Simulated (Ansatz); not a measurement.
# MnSi (F-43m) in Ansatz: reference runs

Aim: a first look at MnSi with PBE, on the cell as given and on a disturbed one.

Program: Ansatz 0.2.0. These are calculated values, not measurements. Logs are shortened: lines on timing, memory, paths and dates and some standing lists are left out, and cuts for length are marked.

## (1) Starting point

Symmetry: F-43m, No. 216, cubic system. The conventional cell has a = 5.054 Å, b = 5.054 Å, c = 5.054 Å, α = 90.00°, β = 90.00°, γ = 90.00°. Mn (site symmetry -43m) has 4 Si at 2.19 Å as nearest neighbours. Si (site symmetry -43m) is surrounded by 4 Mn at 2.19 Å.

The cell was built by a generator and needn't be a form met in nature.

## (2) Single point, PBE, collinear spin, ferromagnetic start

Contents of input.yaml:

```yaml
crystal:
  lattice:
    - [0.0, 2.5272246, 2.5272246]
    - [2.5272246, 0.0, 2.5272246]
    - [2.5272246, 2.5272246, 0.0]
  atoms:
    - { symbol: Mn, position: [0.0, 0.0, 0.0], spin: 4.0 }
    - { symbol: Si, position: [0.25, 0.25, 0.25] }
kpoints:
  mp_grid: { grid: [9, 9, 9] }
scf:
  occupations: { method: fermi_dirac, width: 0.05 }
hamiltonian:
  xc: pbe
  pseudopotentials: { kind: all_electron, lapw: { basis_error: 0.001 } }
magnetization:
  spin_polarized: true
output:
  forces: true
  stress: true
  eigenvalues: true
  populations: true
```

Potentials or basis: all-electron LAPW, scalar-relativistic.

On the command line:

```
$ ansatz run input.yaml --threads 2 --pin off --max-ram 6144MiB --backend cpu --events-out ev --progress --plain --runs-dir out
```

The log of the run:

```text
Warning: RAYON_NUM_THREADS=2 ignored (pool sized by the plan → 2); use --threads N
Mn: projections on atomic orbitals take those of the free atom 1s2 2s2 2p6 3s2 3p6 3d5 4s2, of charge +0.00 (hamiltonian.pseudopotentials.projection_atoms)
Si: projections on atomic orbitals take those of the free atom 1s2 2s2 2p6 3s2 3p2, of charge +0.00 (hamiltonian.pseudopotentials.projection_atoms)
LAPW: plane waves up to 9.467 Å⁻¹, error target 1.0e-3 eV per atom; small_component_spin mean_spin; Si in spheres of 1.009 Å, 12 of its electrons in bands, Dirac shells []; Mn in spheres of 1.179 Å, 15 of its electrons in bands, Dirac shells [] (how accurate: hamiltonian.pseudopotentials.lapw.basis_error, Limitations)
Engine: ansatz 0.2.0, x86_64-unknown-linux-gnu
Pseudopotentials: kind: all_electron
Pseudopotential: Mn, LAPW, valence charge 15, lapw/all_electron/scalar/gaussian/Mn, Koelling and Harmon's equation, gaussian nucleus
Pseudopotential: Si, LAPW, valence charge 12, lapw/all_electron/scalar/gaussian/Si, Koelling and Harmon's equation, gaussian nucleus
Functional definition: PBE
  parameter kappa = 0.804
  parameter beta = 0.06672455060314922
  exchange = pbe_x(kappa = kappa, mu = beta*pi^2/3)
  correlation = pbe_c(beta = beta)
Crystal: 2 atoms, lattice volume = 32.282 Å³
Basis set: ecut = 341.49534251054035 eV, 459 PW (Γ), exchange–correlation at level 2
Bands: 20, of which v1, the nominal top of the filled ones, is band 14 counted from 1 (13 counted from 0)
Symmetry: 24 space group operations
Space group: F-43m (ITA 216), of the structure as read, at distance tolerance 3.2e-5 Å
Magnetic group: BNS 216.74 (UNI 1576), of the structure as read, at distance tolerance 3.2e-5 Å
k-points: 35 of 729 (time reversal used)
Non-local potential: Mn, projectors of the file, none
Non-local potential: Si, projectors of the file, none
Initial density: superposition of atomic densities (chi_scale 0.1, normalization cell)
Starting moments: Σ|m| = 4 μB on 1 of 2 sites
Initial wavefunctions: plane waves of lowest kinetic energy (no species holds an atomic orbital)
Functional: x = pbe(κ = 0.804, μ = 0.2195149727645171), c = pbe(β = 0.06672455060314922)
iter 1 solved again at ethr=1.95e-3 eV; its pass at ethr=1.00e-1 eV (dr2=5.28e-1 eV) is discarded
SCF iter   1: F=—  HF=-39418.869192 eV  |F-HF|=—  |Δ(HF+E_count)|=         —  Δρ=5.54e-2 (↑4.05e-2 ↓5.54e-2)  dr2=5.29e-1  dr2_m=5.85e-1  M=2.224 μB ∫|m|=2.604 μB  β_m=0.30  ethr=1.95e-3  ⟨swp⟩=2.0  Hψ=9144  notcnv=0
Mixer restart at iter 1: flushing history
preconditioner: auto → Kerker (q_TF=auto, 2.648 Å⁻¹)  [metal: Δε(μ)=0.092 eV  Ē_g=8.779 eV  σ=0.050 eV  W_gap=0.41  n_scr=14 (ndim 8)  ℏωp=21.7 eV  f_vac=0.000  D(μ)=1.26/eV (n_scr^D=14)]
spin=Collinear: Kerker preconditioning applied to the charge; magnetization (m = ρ↑ − ρ↓) channel mixes plain (no charge-response kernel on spin).
SCF iter   2: F=—  HF=-39418.774936 eV  |F-HF|=—  |Δ(HF+E_count)|=   9.43e-2  Δρ=4.15e-2 (↑3.08e-2 ↓4.15e-2)  dr2=3.46e-1  dr2_m=3.24e-1  M=2.162 μB ∫|m|=2.549 μB  β_m=0.65  ethr=1.95e-3  ⟨swp⟩=2.0  Hψ=3990  notcnv=0
preconditioner: auto → none  [insulator: Δε(μ)=0.149 eV  Ē_g=8.766 eV  σ=0.050 eV  W_gap=0.63  n_scr=14 (ndim 8)  ℏωp=21.7 eV  f_vac=0.000  D(μ)=0.88/eV (n_scr^D=8)  ε∞_Penn≈7.1]
SCF iter   3: F=—  HF=-39418.652688 eV  |F-HF|=—  |Δ(HF+E_count)|=   1.22e-1  Δρ=1.06e-2 (↑1.06e-2 ↓6.17e-3)  dr2=1.29e-1  dr2_m=2.30e-3  M=2.047 μB ∫|m|=2.473 μB  β_m=0.49  ethr=1.28e-3  ⟨swp⟩=3.0  Hψ=4176  notcnv=0
iter 4 solved again at ethr=1.51e-5 eV; its pass at ethr=4.78e-4 eV (dr2=4.06e-3 eV) is discarded
SCF iter   4: F=—  HF=-39418.583820 eV  |F-HF|=—  |Δ(HF+E_count)|=         —  Δρ=2.03e-3 (↑2.03e-3 ↓1.69e-3)  dr2=4.08e-3  dr2_m=1.53e-4  M=2.029 μB ∫|m|=2.438 μB  β_m=0.49  ethr=1.51e-5  ⟨swp⟩=2.0  Hψ=6791  notcnv=0
Mixer restart at iter 4: flushing history
the basis was enlarged: its passes take 989.0 KiB over the memory plan, 2 of 2 planned eigensolver slots
SCF iter   5: F=—  HF=-39418.587357 eV  |F-HF|=—  |Δ(HF+E_count)|=   3.54e-3  Δρ=2.18e-3 (↑2.18e-3 ↓1.22e-3)  dr2=5.51e-3  dr2_m=1.52e-4  M=2.038 μB ∫|m|=2.450 μB  β_m=0.41  ethr=1.51e-5  ⟨swp⟩=3.0  Hψ=4293  notcnv=0
SCF iter   6: F=—  HF=-39418.584586 eV  |F-HF|=—  |Δ(HF+E_count)|=   2.77e-3  Δρ=6.68e-4 (↑6.68e-4 ↓4.98e-4)  dr2=2.78e-4  dr2_m=3.91e-5  M=2.035 μB ∫|m|=2.443 μB  β_m=0.53  ethr=1.51e-5  ⟨swp⟩=2.6  Hψ=3633  notcnv=0
SCF iter   7: F=—  HF=-39418.584996 eV  |F-HF|=—  |Δ(HF+E_count)|=   4.10e-4  Δρ=1.56e-4 (↑1.56e-4 ↓1.24e-4)  dr2=1.03e-5  dr2_m=2.69e-6  M=2.036 μB ∫|m|=2.443 μB  β_m=0.64  ethr=1.03e-6  ⟨swp⟩=2.8  Hψ=3701  notcnv=0
SCF iter   8: F=—  HF=-39418.585036 eV  |F-HF|=—  |Δ(HF+E_count)|=   3.92e-5  Δρ=3.37e-5 (↑3.37e-5 ↓2.61e-5)  dr2=3.56e-7  dr2_m=1.65e-7  M=2.037 μB ∫|m|=2.443 μB  β_m=0.75  ethr=3.80e-8  ⟨swp⟩=3.0  Hψ=3933  notcnv=0
SCF iter   9: F=—  HF=-39418.585038 eV  |F-HF|=—  |Δ(HF+E_count)|=   1.87e-6  Δρ=6.83e-6 (↑6.83e-6 ↓4.07e-6)  dr2=6.91e-9  dr2_m=8.08e-9  M=2.037 μB ∫|m|=2.443 μB  β_m=0.84  ethr=1.32e-9  ⟨swp⟩=3.0  Hψ=3964  notcnv=0
SCF iter  10: F=—  HF=-39418.585038 eV  |F-HF|=—  |Δ(HF+E_count)|=   4.71e-8  Δρ=1.10e-6 (↑8.23e-7 ↓1.10e-6)  dr2=1.71e-10  dr2_m=2.45e-10  M=2.037 μB ∫|m|=2.443 μB  β_m=0.84  ethr=2.56e-11  ⟨swp⟩=3.0  Hψ=3964  notcnv=0
SCF iter  11: F=-39418.585038 eV  HF=-39418.585038 eV  |F-HF|=2.15e-9  |Δ(HF+E_count)|=  5.53e-10  Δρ=6.56e-7 (↑6.56e-7 ↓2.72e-7)  dr2=3.26e-10  dr2_m=2.01e-11  M=2.037 μB ∫|m|=2.443 μB  ethr=1.65e-12 (applied; sched 1.00e-12)  ⟨swp⟩=3.0  Hψ=3955  notcnv=0
SCF 1 converged in 11 iterations: F = -39418.585038 eV  dr2 = 3.26e-10
SCF converged after 11 iterations
Magnetization: 2.0373 μB (14.5186 up, 12.4814 down)
Absolute magnetization: 2.4429 μB (∫|ρ↑−ρ↓|)
Spin contamination: 0.0940 ħ² per cell (⟨S²⟩ above its minimum at these occupations)
Per-site moments (μB) at R_I (Å): [(2.150402086241119, 1.179320083109964), (-0.1003382048207051, 1.0093205889457142)]
Free energy (F): -39418.585038 eV
Harris-Foulkes:  -39418.585038 eV  (|F-HF|=2.15e-9)
Internal energy: -39418.575291 eV  (E = F + TS)
E sigma→0 (E₀):  -39418.580164 eV
Entropy (-TS):   -0.009747 eV (-4.873 meV/atom)
Fermi energy:    10.968235 eV
--- Per-component energies (eV) ---
  E_band       = -980.279722
  E_kinetic    = 39852.222677
  E_xc         = -1993.512251
  E_electrostatic = -77277.285717  (all electrons and nuclei)
  E_smearing   = -0.009747  (= −TS)
  E_closure    = 0.000000  (closes the sum)
  E_atoms      = -39405.593203  (free atoms, spherical and without spin; not in F)
  Σ components = -39418.585038   (vs F -39418.585038, Δ=0.00e0)
  Basis errors (estimates in eV, not in F): energy 4.5e-4 per atom: plane waves 4.1e-4 (2.4e-4 summed), levels above the bands 9.1e-79, relativity 2.9e-8, radial functions 3.7e-5, core shells 8.9e-8; eigenvalues (radial functions only) 8.9e-7; not estimated: angular momenta, meshes, grids; target (lapw.basis_error) 1.0e-3; muffin-tin radii Si 1.009 Å, Mn 1.179 Å
--- Forces (eV/Å), atoms counted from 1 ---
  atom   1  Mn     0.00000000    -0.00000000     0.00000000
  atom   2  Si    -0.00000000     0.00000000     0.00000000
  max |Σ_I F_I| component: 1.20e-16 eV/Å
--- Stress (GPa, compression-positive) ---
       19.005531      -0.000000       0.000000
       -0.000000      19.005531      -0.000000
        0.000000      -0.000000      19.005531
  P = ⅓ Tr σ = 19.0055 GPa (190.055 kbar)
--- Band table (eV; the first three rows and the last of 70) ---
  k-point 0 ↑: bands = ["-121.9093", "-77.9292", "-77.9292", "-77.9292", "-68.9289", "-37.7237", "-37.7237", "-37.7237", "0.8883", "8.0822", "8.0822", "8.0822", "9.1989", "9.1989", "17.9440", "17.9440", "17.9440", "18.8846", "18.8846", "18.8846"]
  k-point 1 ↑: bands = ["-121.9093", "-77.9292", "-77.9292", "-77.9292", "-68.9288", "-37.7255", "-37.7240", "-37.7240", "1.0860", "7.9775", "8.1331", "8.1331", "9.1835", "9.1835", "15.9611", "17.3225", "17.3225", "19.3615", "19.5558", "19.5558"]
  k-point 2 ↑: bands = ["-121.9093", "-77.9294", "-77.9292", "-77.9292", "-68.9284", "-37.7300", "-37.7246", "-37.7246", "1.6533", "7.6901", "8.2269", "8.2269", "9.2018", "9.2018", "13.5357", "16.4907", "16.4907", "19.2504", "20.1687", "20.1687"]
  k-point 34 ↓: bands = ["-121.9499", "-77.9821", "-77.9819", "-77.9818", "-66.6214", "-35.4771", "-35.4736", "-35.4694", "4.3222", "7.7453", "8.7293", "9.9347", "10.3846", "11.2551", "12.2367", "12.6891", "14.0121", "19.9892", "20.8294", "21.9785"]
--- Löwdin populations: 2 sites ---
  site symbol       q [e]    m [muB]
     0     Mn     24.5253     2.3662
     1     Si     14.3276    -0.3427
  spilling = 0.003771 (of n_electrons = 39.000000)
```

Run time: 47 s. Hardware: 2 threads of Intel Xeon at 2.50GHz (Skylake/Cascade Lake), shared host; peak memory 0.41 GiB.

Results:

```
Free energy            : -39418.5850 eV
Pressure               : 19.0 GPa
Band gap on the k mesh : none (metal or under the smearing width)
Net moment             : 2.04 μB per cell
Absolute moment        : 2.44 μB per cell
Site moments           : Mn +2.15; Si -0.10 μB
Loewdin charges        : Mn +0.47; Si -0.33 e
```

Levels at points of the mesh, in eV from the Fermi level:
Spin up:
```tsv
k point	band 12	band 13	band 14	band 15	band 16	band 17
(0.00, 0.00, 0.00)	-2.89	-1.77	-1.77	6.98	6.98	6.98
```
Spin down:
```csv
k point,band 10,band 11,band 12,band 13,band 14,band 15
"(0.00, 0.00, 0.00)",-1.83,-1.83,-1.83,0.57,0.57,7.32
```

Caveat: the atomic charges don't sum to the cell's charge; so large a pressure means that the cell lies far from this level's equilibrium, or that cutoff or potentials fall short.

## (3) Single point, PBE, collinear spin, ferromagnetic start (atoms moved at random, drawn with an rms of 0.05 Å)

Changes to input.yaml since step 2:

```diff
@@ -6,4 +6,4 @@
   atoms:
-    - { symbol: Mn, position: [0.0, 0.0, 0.0], spin: 4.0 }
-    - { symbol: Si, position: [0.25, 0.25, 0.25] }
+    - { symbol: Mn, position: [0.013282, 6.1e-05, -0.003546], spin: 4.0 }
+    - { symbol: Si, position: [0.250977, 0.251403, 0.244421] }
 kpoints:
```

Potentials or basis: all-electron LAPW, scalar-relativistic.

On the command line:

```
$ ansatz run input.yaml --threads 2 --pin off --max-ram 6144MiB --backend cpu --events-out ev --progress --plain --runs-dir out
```

The log of the run:

```text
Warning: RAYON_NUM_THREADS=2 ignored (pool sized by the plan → 2); use --threads N
Mn: projections on atomic orbitals take those of the free atom 1s2 2s2 2p6 3s2 3p6 3d5 4s2, of charge +0.00 (hamiltonian.pseudopotentials.projection_atoms)
Si: projections on atomic orbitals take those of the free atom 1s2 2s2 2p6 3s2 3p2, of charge +0.00 (hamiltonian.pseudopotentials.projection_atoms)
LAPW: plane waves up to 9.671 Å⁻¹, error target 1.0e-3 eV per atom; small_component_spin mean_spin; Si in spheres of 0.994 Å, 12 of its electrons in bands, Dirac shells []; Mn in spheres of 1.157 Å, 15 of its electrons in bands, Dirac shells [] (how accurate: hamiltonian.pseudopotentials.lapw.basis_error, Limitations)
[... 4 set-up lines as earlier in the session ...]
[... 62 lines left out ...]
  max |Σ_I F_I| component: 5.24e-7 eV/Å
--- Stress (GPa, compression-positive) ---
       19.264702       2.870419       3.747789
        2.870419      19.023686       0.321987
        3.747789       0.321987      19.123793
  P = ⅓ Tr σ = 19.1374 GPa (191.374 kbar)
--- Band table (eV; the first three rows and the last of 730) ---
  k-point 0 ↑: bands = ["-121.9103", "-77.9320", "-77.9301", "-77.9283", "-68.9268", "-37.7325", "-37.7228", "-37.7103", "0.8883", "8.0459", "8.0823", "8.1217", "9.1999", "9.2016", "17.8256", "17.9437", "18.0189", "18.8644", "18.8853", "18.9426"]
  k-point 1 ↑: bands = ["-121.9103", "-77.9320", "-77.9301", "-77.9283", "-68.9266", "-37.7331", "-37.7240", "-37.7108", "1.0858", "7.9790", "8.1076", "8.1579", "9.1827", "9.1893", "15.9586", "17.3035", "17.3405", "19.3047", "19.5567", "19.6280"]
  k-point 2 ↑: bands = ["-121.9103", "-77.9320", "-77.9302", "-77.9283", "-68.9262", "-37.7351", "-37.7269", "-37.7118", "1.6525", "7.6928", "8.2155", "8.2302", "9.1916", "9.2196", "13.5402", "16.4709", "16.5254", "19.2249", "20.1193", "20.2445"]
  k-point 364 ↓: bands = ["-121.9508", "-77.9852", "-77.9827", "-77.9805", "-66.6211", "-35.4945", "-35.4648", "-35.4531", "3.5242", "6.9215", "9.2539", "9.4911", "11.5382", "11.6707", "11.9198", "14.9277", "15.5867", "18.6216", "20.6913", "20.8466"]
--- Löwdin populations: 2 sites ---
  site symbol       q [e]    m [muB]
     0     Mn     24.5263     2.3649
     1     Si     14.3267    -0.3423
  spilling = 0.003771 (of n_electrons = 39.000000)
```

It took 5.4 min on 2 threads of Intel Xeon at 2.50GHz (Skylake/Cascade Lake), shared host; peak memory 1.3 GiB.

What came out:

```yaml
Free_energy: -39418.5702 eV
Pressure: 19.1 GPa
Largest_force: 0.655 eV/Å
Band_gap_on_the_k_mesh: none (metal or under the smearing width)
Net_moment: 2.04 μB per cell
Absolute_moment: 2.44 μB per cell
Site_moments: Mn +2.14; Si -0.10 μB
Loewdin_charges: Mn +0.47; Si -0.33 e
```

Forces in eV/Å, atoms in the order of the input:
```
Mn  -0.071 -0.516 -0.397
Si   0.071  0.516  0.397
```

Levels at points of the mesh, in eV from the Fermi level:
Spin up:
```
           k point  band 11  band 12  band 13  band 14  band 15  band 16  band 17  band 18  band 19  band 20
(0.00, 0.00, 0.00)    -2.88    -2.84    -1.77    -1.76     6.86     6.98     7.05     7.90     7.92     7.98
```
Spin down:
```csv
k point,band 9,band 10,band 11,band 12,band 13,band 14,band 15,band 16
"(0.00, 0.00, 0.00)",-10.06,-1.88,-1.83,-1.77,0.57,0.57,7.15,7.32
```

Caveat: the atomic charges don't sum to the cell's charge.
